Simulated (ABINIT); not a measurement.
Runs of ABINIT 10.8.3 (patched build) on Si2W. Symmetry: I4/mmm, No. 139, tetragonal system. Conventional cell: a = 3.214 Å, b = 3.214 Å, c = 7.830 Å, α = 90.00°, β = 90.00°, γ = 90.00°. W (site symmetry 4/mmm) has 10 Si at 2.62 Å as nearest neighbours. Si (site symmetry 4mm) has 5 Si at 2.59 to 2.63 Å and 5 W at 2.62 Å as nearest neighbours. 

```tsv
level	potentials or basis	k mesh	force stop (Ha/bohr)	gap on the mesh (eV)	pressure (GPa)	relaxed volume (Å³/atom)	largest force (eV/Å)
PBE+D3	JTH PAW PBE v2.0	10 × 10 × 10	5e-05	none	0.0	13.38	-
PBE	JTH PAW PBE v2.0	10 × 10 × 10	5e-05	none	0.0	13.68	-
PBE+D3(BJ)	JTH PAW PBE v2.0	10 × 10 × 10	5e-05	none	0.0	(a)	-
PBEsol	JTH PAW PBE v2.0	12 × 12 × 12	0.0002	none	0.0	13.37	0.01
LDA	JTH PAW LDA v2.0	12 × 12 × 12	0.0002	none	0.0	(b)	0.01
```

Alike in all rows: task relaxation of cell and atoms; no spin polarisation; cell relaxed; cutoff (eV) 435; smearing fermi-dirac 0.05 eV.

Task: Estimate the missing entries.

Result: (a) 13.26; (b) 13.15.

Caveats: pairwise dispersion overbinds metals, which lowers pressure and volume (some runs); the PAW data sets were made with another functional, which shifts forces and pressure a little (some runs).

A k mesh can miss the band edges, and the runs leave out spin-orbit coupling on W.

A gap of «none» marks a metal or a gap under the smearing width.
